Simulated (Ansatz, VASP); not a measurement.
**Fe in VASP and in Ansatz**

```
CELL_PARAMETERS angstrom
-1.44300 1.44300 1.44300
1.44300 -1.44300 1.44300
1.44300 1.44300 -1.44300
ATOMIC_POSITIONS crystal
Fe 0.00000 0.00000 0.00000
```

Alike in both runs: task single point; functional PBEsol; k mesh 11 × 11 × 11; occupations fermi-dirac, width 0.05 eV; collinear spin.

```csv
,VASP,Ansatz
version,VASP 6.6.1,Ansatz 0.2.0
potentials or method,"VASP PAW PBE potentials, release 64 (Fe)",Ansatz PAW
plane-wave cutoff (eV),520,420
valence electrons in the cell,8,16
```

Ansatz gave:

* gap on the k mesh at the Fermi level (eV): none
* pressure (GPa): -18.0
* net moment per atom (μB): 2.27
* size of the moment on the site where the two differ most (μB): 2.31

Which values does VASP return?

gap on the k mesh at the Fermi level (eV): none; pressure (GPa): -18.1; net moment per atom (μB): 2.28; size of the moment on the site where the two differ most (μB): 2.28.

Site moments also hang on the region over which each program counts them. A gap of «none» marks a metal or a gap that the smearing closes. The two sets of potentials don't hold the same shells in valence.

Caveats: so large a pressure means that the cell lies far from this level's equilibrium, or that cutoff or potentials fall short (VASP); the potentials were made for another functional, which shifts forces and pressure (VASP); the PAW data sets come from PBE, with cores solved anew for the run's functional, which leaves a small shift of forces and pressure (Ansatz).
